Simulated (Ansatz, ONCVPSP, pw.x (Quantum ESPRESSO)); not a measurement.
**pw.x on bcc Co: one setting changed**

Potential: optimised norm-conserving Vanderbilt (ONCV), ONCVPSP 4.0.1.1 (patched build), PBE; core [Ne], reference 3s2 3p6 3d7 4s2; waves: 3s+4s: rc 1.20 bohr, ncon 4, nbas 9, qcut 7.9 1/bohr, 2 projectors; 3p: rc 1.15 bohr, ncon 4, nbas 7, qcut 10.6 1/bohr, 2 projectors, debl 1.1 Ha; 3d: rc 1.40 bohr, ncon 4, nbas 9, qcut 10 1/bohr, 1 projector; local part: polynomial inside 0.75 bohr (lpopt 5, dvloc0 0 Ha); core correction: Teter function, fcfact 1.75, rcfact 1.5. In the p channel the program set the typed energies aside and used -2.412, 0.250 Ha.

The reference run (k-mesh 17³, cutoffs 145/580 Ry, Fermi–Dirac 0.01 Ry, mixing_beta 0.4, conv_thr 1e-9, no spin) gives 0.65 GPa at 10.618 Å³/atom, where all-electron LAPW gives -0.22 GPa. This run, with its own iteration cap, changes startingwfc to random.

```
&control
  calculation='scf', prefix='x', pseudo_dir='./', outdir='./tmp', tstress=.true., disk_io='none'
/
&system
  ibrav=0, nat=1, ntyp=1, ecutwfc=145, ecutrho=580, nbnd=17,
  occupations='smearing', smearing='fd', degauss=0.01
/
&electrons
  conv_thr=1e-09, mixing_beta=0.4, electron_maxstep=70, startingwfc='random'
/
ATOMIC_SPECIES
Co 1.0 Co.UPF
CELL_PARAMETERS angstrom
  -1.38461036 1.38461036 1.38461036
  1.38461036 -1.38461036 1.38461036
  1.38461036 1.38461036 -1.38461036
ATOMIC_POSITIONS crystal
Co 0.0000 0.0000 0.0000
K_POINTS automatic
17 17 17 0 0 0
```

```bash
pw.x < Co.scf.in > Co.scf.out
```

Problem. How does the run end?

Solution. It converges in 7 iterations; the free energy moves by +0.0 meV/atom and the pressure by -0.05 GPa. The result is that of the reference run.

```
Message from routine setup:
     using ibrav=0 with symmetry is DISCOURAGED, use correct ibrav instead
     lattice parameter (alat)  =       4.5320  a.u.
     unit-cell volume          =      71.6538 (a.u.)^3
     number of electrons       =        17.00
     number of Kohn-Sham states=           17
     kinetic-energy cutoff     =     145.0000  Ry
     charge density cutoff     =     580.0000  Ry
     scf convergence threshold =      1.0E-09
     Exchange-correlation= PBE
     number of k points=   165  Fermi-Dirac smearing, width (Ry)=  0.0100
     iteration #  1     ecut=   145.00 Ry     beta= 0.40
     total energy              =    -289.97195650 Ry
     estimated scf accuracy    <       0.00531608 Ry
     iteration #  2     ecut=   145.00 Ry     beta= 0.40
     total energy              =    -289.97338295 Ry
     estimated scf accuracy    <       0.00146778 Ry
     iteration #  3     ecut=   145.00 Ry     beta= 0.40
     total energy              =    -289.97362139 Ry
     estimated scf accuracy    <       0.00007026 Ry
     iteration #  4     ecut=   145.00 Ry     beta= 0.40
     total energy              =    -289.97362545 Ry
     estimated scf accuracy    <       0.00000195 Ry
     iteration #  5     ecut=   145.00 Ry     beta= 0.40
     total energy              =    -289.97362586 Ry
     estimated scf accuracy    <       0.00000019 Ry
     iteration #  6     ecut=   145.00 Ry     beta= 0.40
     total energy              =    -289.97362587 Ry
     estimated scf accuracy    <          2.0E-09 Ry
     iteration #  7     ecut=   145.00 Ry     beta= 0.40
     the Fermi energy is    19.3197 ev
!    total energy              =    -289.97362587 Ry
     estimated scf accuracy    <          1.4E-10 Ry
     smearing contrib. (-TS)   =      -0.01408926 Ry
     The total energy is F=E-TS. E is the sum of the following terms:
     one-electron contribution =    -133.37419416 Ry
     hartree contribution      =      77.89829367 Ry
     xc contribution           =     -33.50434093 Ry
     ewald contribution        =    -200.97929519 Ry
     convergence has been achieved in   7 iterations
          total   stress  (Ry/bohr**3)                   (kbar)     P=        6.03
     Message from routine punch:
     Nothing written, as per user request (disk_io='none')
```

The run took about 35 s on one core of a shared host (Intel(R) Xeon(R) 6975P-C, 192 threads, 1512 GiB, load 48).
